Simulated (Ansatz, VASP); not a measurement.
# MoSeS (2H-MoSSe 3 layers, 2H (AA')) in two plane-wave programs

One calculation is typed for both programs; each brings its own data sets. How far apart do they land? Of the first pair: The structure shown is the start of the Ansatz relaxation below; VASP solves that cell, so the two are compared at the walk's first step.

Method: plane waves, with VASP 6.6.1 beside it; PBE with D3(BJ), in Ansatz 0.2.0.

**1. Starting point**

The cell holds 9 atoms: 3 Se, 3 Mo and 3 S. Its edges and angles: a = 3.250 Å, b = 3.250 Å, c = 63.579 Å, α = 90.0°, β = 90.0°, γ = 120.0°. Vacuum lies along c.

**2. Ansatz: relaxation, PBE with D3(BJ)**

Ansatz runs on its default PAW (the set named soft_2) files.

The two programs are compared at the cell with which this relaxation starts, whose forces are those of its first step.

Contents of input.yaml:

```yaml
crystal:
  lattice:
    - [3.25, 0.0, 0.0]
    - [-1.625, 2.8145825623, 0.0]
    - [0.0, 0.0, 63.579214136]
  atoms:
    - { symbol: Se, position: [0.3333333333, 0.6666666667, 0.3719769161] }
    - { symbol: Mo, position: [0.0, 0.0, 0.4004205747] }
    - { symbol: S, position: [0.3333333333, 0.6666666667, 0.4253445367] }
    - { symbol: Se, position: [0.0, 0.0, 0.4733161897] }
    - { symbol: Mo, position: [0.3333333333, 0.6666666667, 0.5017598484] }
    - { symbol: S, position: [0.0, 0.0, 0.5266838103] }
    - { symbol: Se, position: [0.3333333333, 0.6666666667, 0.5746554633] }
    - { symbol: Mo, position: [0.0, 0.0, 0.603099122] }
    - { symbol: S, position: [0.3333333333, 0.6666666667, 0.6280230839] }
  periodic: [true, true, false]
kpoints:
  mp_grid: { grid: [12, 12, 1] }
hamiltonian:
  xc: pbe
  dispersion: d3bj
scf:
  occupations: { method: fermi_dirac, width: 0.05 }
  convergence: { dr2_threshold: 1.0e-09 }
relax:
  f_tol: 0.004
  max_steps: 90
  cell: {}
output:
  write_potential: true
  write_density: true
  volumetric_format: npy
```

On the command line:

```
$ ansatz run input.yaml --threads 4 --pin off --max-ram 8192MiB --backend cpu --events-out ev --progress --plain --runs-dir out
```

Numbers of over 12 decimals in the logs are rounded to 6 here.

Log:

```text
Warning: relax.cell: scf.convergence.dr2_threshold = 1e-9 eV is looser than the 1.3032200773e-10 eV advised for a relaxation that steers and ends on the stress (1e-10 eV for each atom of the cell: 9, times the square of relax.cell.stress_2d_tol = 0.05 N/m over 26.3 Å (the atoms' height at the walk's start and 5 Å past either face), 1.903e-2 GPa, over a crystal's default 0.05). What an SCF threshold leaves in a stress goes as its square root, and in the free energy as the threshold itself, and one threshold admits the most on a small cell: [figures from the program's tests cut] Set scf.convergence.dr2_threshold to 1.3032200773e-10 eV or tighter. [rest of the remark cut]
Engine: ansatz 0.2.0, aarch64-unknown-linux-gnu
Pseudopotentials: kind: paw
Pseudopotential: Se, paw, valence charge 16, recommended cutoff 420 eV (normal), Se.paw.azcp
Pseudopotential: Mo, paw, valence charge 14, recommended cutoff 420 eV (normal), Mo.paw.azcp
Pseudopotential: S, paw, valence charge 6, recommended cutoff 420 eV (normal), S.paw.azcp
Functional definition: PBE
  parameter kappa = 0.804
  parameter beta = 0.066725
  exchange = pbe_x(kappa = kappa, mu = beta*pi^2/3)
  correlation = pbe_c(beta = beta)
Crystal: 9 atoms, lattice volume = 581.584 Å³
Basis set: ecut = 420 eV, 11553 PW (Γ), exchange–correlation on 48×48×864 points (8 copies of the dense FFT grid, shifted against one another)
Bands: 65, of which v1, the nominal top of the filled ones, is band 54 counted from 1 (53 counted from 0)
Symmetry: 6 space group operations
Space group: P3m1 (ITA 156), of the structure as read, at distance tolerance 8.3e-5 Å
k-points: 19 of 144 (time reversal used)
Non-local potential: Se, projectors of the file, l = 0: 2, l = 1: 2, l = 2: 3, l = 3: 1
Non-local potential: Mo, projectors of the file, l = 0: 3, l = 1: 2, l = 2: 2, l = 3: 1
Non-local potential: S, projectors of the file, l = 0: 2, l = 1: 2, l = 2: 2
PAW form: soft (Blöchl's): semilocal exchange-correlation on the pseudo side does not see the compensation charge
PAW one-centre angular grid: Se, 590 points (default); XC on 64 Gauss nodes
PAW one-centre angular grid: Mo, 590 points (default); XC on 64 Gauss nodes
PAW one-centre angular grid: S, 110 points (default); XC on 64 Gauss nodes
Initial density: superposition of atomic densities (neutral atoms: chi_scale 0, normalization atom), corrected by the library's trained network
Initial wavefunctions: pseudopotential atomic-orbital guess
Functional: x = pbe(κ = 0.804, μ = 0.219515), c = pbe(β = 0.066725)
SCF iter   1: F=—  HF=-33991.644986 eV  |F-HF|=—  |Δ(HF+E_count)|=         —  Δρ=3.63e-3  dr2=3.42e-1  ethr=1.77e-3  ⟨swp⟩=12.9  Hψ=6918  notcnv=0
preconditioner: auto → Resta (q_TF=auto, 2.061 Å⁻¹)  ε∞=3.3  [insulator: Δε(μ)=0.502 eV  Ē_g=7.439 eV  σ=0.050 eV  W_gap=0.98  n_scr=40 (ndim 8)  ℏωp=11.3 eV  f_vac=0.688  D(μ)=0.02/eV (n_scr^D=0)  ε∞_Penn≈3.3  vacuum switching on, ρ_ref=4.0e-3 e/Å³]
SCF iter   2: F=—  HF=-33991.668258 eV  |F-HF|=—  |Δ(HF+E_count)|=   2.33e-2  Δρ=3.49e-3  dr2=5.76e-1  ethr=3.17e-4  ⟨swp⟩=4.3  Hψ=2676  notcnv=0  defer=50
SCF iter   3: F=—  HF=-33991.627632 eV  |F-HF|=—  |Δ(HF+E_count)|=   4.06e-2  Δρ=1.51e-3  dr2=9.78e-3  ethr=3.17e-4  ⟨swp⟩=3.2  Hψ=2101  notcnv=0  defer=47
SCF iter   4: F=—  HF=-33991.632541 eV  |F-HF|=—  |Δ(HF+E_count)|=   4.91e-3  Δρ=5.33e-4  dr2=6.84e-3  ethr=9.05e-6  ⟨swp⟩=3.8  Hψ=3083  notcnv=0  defer=35
SCF iter   5: F=—  HF=-33991.632276 eV  |F-HF|=—  |Δ(HF+E_count)|=   2.65e-4  Δρ=2.60e-4  dr2=5.26e-3  ethr=6.33e-6  ⟨swp⟩=2.7  Hψ=1676  notcnv=0  defer=35
SCF iter   6: F=—  HF=-33991.632634 eV  |F-HF|=—  |Δ(HF+E_count)|=   3.58e-4  Δρ=3.70e-4  dr2=7.64e-3  ethr=4.87e-6  ⟨swp⟩=2.9  Hψ=1701  notcnv=0  defer=35
SCF iter   7: F=—  HF=-33991.632419 eV  |F-HF|=—  |Δ(HF+E_count)|=   2.15e-4  Δρ=1.94e-4  dr2=3.69e-3  ethr=4.87e-6  ⟨swp⟩=1.7  Hψ=1497  notcnv=0  defer=35
SCF iter   8: F=—  HF=-33991.632270 eV  |F-HF|=—  |Δ(HF+E_count)|=   1.48e-4  Δρ=7.41e-5  dr2=8.38e-4  ethr=3.42e-6  ⟨swp⟩=1.7  Hψ=1397  notcnv=0  defer=35
SCF iter   9: F=—  HF=-33991.632231 eV  |F-HF|=—  |Δ(HF+E_count)|=   3.97e-5  Δρ=2.30e-5  dr2=5.12e-5  ethr=7.76e-7  ⟨swp⟩=1.9  Hψ=1673  notcnv=0  defer=35
SCF iter  10: F=—  HF=-33991.632182 eV  |F-HF|=—  |Δ(HF+E_count)|=   4.90e-5  Δρ=9.83e-6  dr2=3.29e-6  ethr=4.74e-8  ⟨swp⟩=2.7  Hψ=2003  notcnv=0  defer=33
[...]
SCF iter  11: F=—  HF=-33992.057287 eV  |F-HF|=—  |Δ(HF+E_count)|=  2.91e-10  Δρ=6.94e-8  dr2=1.01e-9  ethr=1.00e-12  ⟨swp⟩=11.0  Hψ=8268  notcnv=0
SCF iter  12: F=-33992.057287 eV  HF=-33992.057287 eV  |F-HF|=2.47e-10  |Δ(HF+E_count)|=  5.02e-10  Δρ=4.80e-8  dr2=3.23e-10  ethr=1.00e-12  ⟨swp⟩=8.6  Hψ=6615  notcnv=0
SCF 8 converged in 12 iterations: F = -33992.057287 eV  dr2 = 3.23e-10
relax step   8: F+E_penalty+E_count = -33992.05728734 eV  Δ(F+E_penalty+E_count) = -2.038e-5 eV  max|allowed force component| = 6.127e-4 eV/Å  Δτ_max = 0.0028 Å  P = -0.010 N/m  Ω = 568.676 Å³  energy of the carried Pulay correction = +4.384e-4 eV  fix = [c, alpha, beta]  reactions: c -0.000 N/m  (12 SCF iters, accepted)
Initial wavefunctions: pseudopotential atomic-orbital guess (no wavefunctions were taken with the density)
iter 1 solved again at ethr=1.66e-7 eV; its pass at ethr=3.10e-3 eV (dr2=1.79e-4 eV) is discarded
SCF iter   1: F=—  HF=-33992.056802 eV  |F-HF|=—  |Δ(HF+E_count)|=         —  Δρ=1.66e-5  dr2=2.35e-7  ethr=1.66e-7  ⟨swp⟩=6.7  Hψ=13289  notcnv=0
SCF iter   2: F=—  HF=-33992.056809 eV  |F-HF|=—  |Δ(HF+E_count)|=   6.93e-6  Δρ=3.02e-6  dr2=7.98e-8  ethr=2.18e-10  ⟨swp⟩=5.1  Hψ=3843  notcnv=0
SCF iter   3: F=—  HF=-33992.056809 eV  |F-HF|=—  |Δ(HF+E_count)|=   2.98e-8  Δρ=2.07e-6  dr2=1.25e-7  ethr=7.39e-11  ⟨swp⟩=3.0  Hψ=2691  notcnv=0
SCF iter   4: F=—  HF=-33992.056809 eV  |F-HF|=—  |Δ(HF+E_count)|=   1.01e-8  Δρ=1.43e-6  dr2=3.79e-8  ethr=7.39e-11  ⟨swp⟩=2.8  Hψ=2055  notcnv=0
SCF iter   5: F=—  HF=-33992.056809 eV  |F-HF|=—  |Δ(HF+E_count)|=   3.37e-9  Δρ=5.56e-7  dr2=4.21e-9  ethr=3.51e-11  ⟨swp⟩=2.6  Hψ=1670  notcnv=0
SCF iter   6: F=—  HF=-33992.056809 eV  |F-HF|=—  |Δ(HF+E_count)|=  8.51e-10  Δρ=1.70e-7  dr2=1.48e-9  ethr=3.90e-12  ⟨swp⟩=3.4  Hψ=2734  notcnv=0
SCF iter   7: F=-33992.056809 eV  HF=-33992.056809 eV  |F-HF|=2.40e-10  |Δ(HF+E_count)|=  4.29e-10  Δρ=8.87e-8  dr2=1.26e-10  ethr=1.00e-12  ⟨swp⟩=14.4  Hψ=9207  notcnv=0
SCF 9 converged in 7 iterations: F = -33992.056809 eV  dr2 = 1.26e-10
relax step   9: F+E_penalty+E_count = -33992.05680885 eV  Δ(F+E_penalty+E_count) = +4.785e-4 eV  max|allowed force component| = 6.072e-4 eV/Å  Δτ_max = 0.0000 Å  P = -0.006 N/m  Ω = 568.676 Å³  fix = [c, alpha, beta]  reactions: c -0.000 N/m  stress off target by 5.68e-3 N/m on what of the cell is left free  SCF on the basis re-selected at this cell (its energy is not comparable with the rows above)  (7 SCF iters)
basis re-selected at this cell: Δ(F+E_penalty+E_count) = +4.785e-4 eV, ΔP = +0.004 N/m vs the last step (what re-selecting the basis moved, of the pressure what is left beyond the Pulay correction that the steps carried, after the strain that the cell walked since its last selection, with what the two solves' SCF thresholds leave and, on support functions, any second-order correction that the steps lacked; it is no m [...]
SCF converged after 7 iterations
Free energy (F): -33992.056809 eV
Harris-Foulkes:  -33992.056809 eV  (|F-HF|=2.40e-10)
Internal energy: -33992.055429 eV  (E = F + TS)
E sigma→0 (E₀):  -33992.056119 eV
Entropy (-TS):   -0.001380 eV (-0.153 meV/atom)
Fermi energy:    -4.748642 eV
--- Per-component energies (eV) ---
  E_band       = -3291.841592
  E_kinetic    = 2005.467838
  E_local      = -1175918.404684  (includes V_loc(G=0)·N_el)
  E_nonlocal   = -1273.233553
  E_hartree    = 586466.368432
  E_xc         = -1158.053535
  E_vxc        = -1248.903562  (∫ρ·V_xc dr)
  E_paw        = -17138.394650  (= ΣΔE_a)
  E_vpaw       = 210.496234  (= ΣTr[D̂ρ^β])
  E_aug_tail   = -0.001671  (compensation charges beyond the density's cutoff)
  E_ewald      = 573027.933187
  E_disp       = -3.736793  (pairwise vdW)
  E_smearing   = -0.001380  (= −TS)
  E_closure    = -0.000000  (closes the sum)
  Σ components = -33992.056809   (vs F -33992.056809, Δ=0.00e0)
--- Forces (eV/Å), atoms counted from 1 ---
  atom   1  Se     0.00000000     0.00000000    -0.00018130
  atom   2  Mo    -0.00000000     0.00000000     0.00060743
  atom   3  S      0.00000000     0.00000000    -0.00027888
  atom   4  Se     0.00000000    -0.00000000    -0.00060089
  atom   5  Mo    -0.00000000    -0.00000000     0.00018963
  atom   6  S      0.00000000    -0.00000000     0.00027491
  atom   7  Se     0.00000000     0.00000000    -0.00027100
  atom   8  Mo    -0.00000000     0.00000000    -0.00003393
  atom   9  S     -0.00000000     0.00000000     0.00029577
  max |Σ_I F_I| component: 1.74e-6 eV/Å
--- 2D stress c σ (N/m, compression-positive) ---
       -0.005678       0.000000       0.000000
        0.000000      -0.005678       0.000000
        0.000000       0.000000      -0.000000
  P = ½ c Tr σ = -0.0057 N/m
--- Band table (eV; the first three rows and the last of 19) ---
  k-point 0: bands = [... 50 lower, -6.1595, -5.8029, -5.3794, -4.8434, -3.3606, -3.3606, -3.0007, -3.0007, ... 7 higher]
  k-point 1: bands = [... 50 lower, -6.2395, -5.7946, -5.4106, -4.9734, -3.5127, -3.3658, -3.2925, -3.0492, ... 7 higher]
  k-point 2: bands = [... 50 lower, -6.3956, -6.1370, -5.6870, -5.3038, -4.0513, -3.6079, -3.5331, -3.1853, ... 7 higher]
  k-point 18: bands = [... 50 lower, -7.1505, -6.2341, -5.6551, -5.0298, -4.5414, -3.9535, -3.5713, -3.3363, ... 7 higher]
  the weakly bound empty levels are not read free of the cell's end (no_gap_told)
--- Relaxed structure (8 steps of the walk, 7 accepted, 1 SCFs on fresh bases) ---
  F+E_penalty+E_count = -33992.05680885 eV   max|allowed force component| = 6.072e-4 eV/Å   (the final SCF, on the basis selected at the relaxed cell)
  cell:  # Å, volume = 568.6758 Å³
    - [3.213731, 0, 0]
    - [-1.606865, 2.783172, 0]
    - [0, 0, 63.579214136]
  atoms:
    - { symbol: Se, position: [0.333333, 0.666667, 0.376957] }
    - { symbol: Mo, position: [0, -2.17018904013385e-17, 0.403850] }
    - { symbol: S, position: [0.333333, 0.666667, 0.427958] }
    - { symbol: Se, position: [0, -2.17018904013385e-17, 0.474658] }
    - { symbol: Mo, position: [0.333333, 0.666667, 0.501523] }
    - { symbol: S, position: [0, -2.17018904013385e-17, 0.525616] }
    - { symbol: Se, position: [0.333333, 0.666667, 0.572277] }
    - { symbol: Mo, position: [0, -2.17018904013385e-17, 0.599157] }
    - { symbol: S, position: [0.333333, 0.666667, 0.623283] }
```

The column dr2 measures how far the density is from self-consistency, as an energy; F and HF (Harris–Foulkes) agree once it is small.

(Part 1 of 2 ends here.)

[Lines on the potential files, build, host, timing and source positions are cut from VASP's logs without a mark.]

[Logs are printed without paths, hosts, clocks, repeated set-up lines and the standing remarks that a program may print on its own settings, such as how far it seeks lower states.]

[Hosts, paths, dates, database ids (printed as entryN), source tags and the programs' standing remarks are cut or masked in the printed files.]
